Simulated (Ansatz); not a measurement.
Write the native input for Ansatz 0.2.0 that does the following.

```
Task                : single point
Functional          : PBE
Potentials or basis : Ansatz PAW
Cutoff              : 420 eV (not typed: the program's choice for these potentials)
k mesh              : 10 × 10 × 10
Occupations         : gaussian, width 0.026 eV
Spin                : collinear spin, ferromagnetic start
Starting moments    : [4.0, 0.0] μB
```

The system is MnO.

```
CELL_PARAMETERS angstrom
0.00000 2.22391 2.22391
2.22391 0.00000 2.22391
2.22391 2.22391 0.00000
ATOMIC_POSITIONS crystal
Mn 0.00000 0.00000 0.00000
O 0.50000 0.50000 0.50000
```

The cell is a database's computed one.

The input as run:

input.yaml

```yaml
crystal:
  lattice:
    - [0.0, 2.2239077028, 2.2239077028]
    - [2.2239077028, 0.0, 2.2239077028]
    - [2.2239077028, 2.2239077028, 0.0]
  atoms:
    - { symbol: Mn, position: [0.0, 0.0, 0.0], spin: 4.0 }
    - { symbol: O, position: [0.5, 0.5, 0.5] }
hamiltonian:
  xc: pbe
  pseudopotentials: { kind: paw }
magnetization:
  spin_polarized: true
kpoints:
  mp_grid: { grid: [10, 10, 10] }
scf:
  occupations: { method: gaussian, width: 0.026 }
output:
  forces: true
  stress: true
  eigenvalues: true
```

Potentials or basis: Ansatz PAW.

Run with:

```console
$ ansatz run input.yaml --threads 2 --pin off --max-ram 5632MiB --backend cpu --events-out ev --progress --plain --runs-dir out
```

It gave:

* Pressure: 0.2 GPa
* Band gap on the k mesh: none (metal or under the smearing width)
* Net moment: 4.80 μB per cell
* Absolute moment: 4.80 μB per cell
* Site moments: Mn +4.07; O +0.24 μB

Caveat: the pressure holds a Pulay correction of +0.6 GPa for the finite cutoff; a cell with one magnetic atom can't hold antiferromagnetic order, which such compounds often take; semilocal functionals often make such compounds metallic where correlation or magnetic order opens a gap, which also shifts bond lengths.

Run time: 2 s on 2 threads of Arm Neoverse V1, on a shared host, peak memory 0.3 GiB.
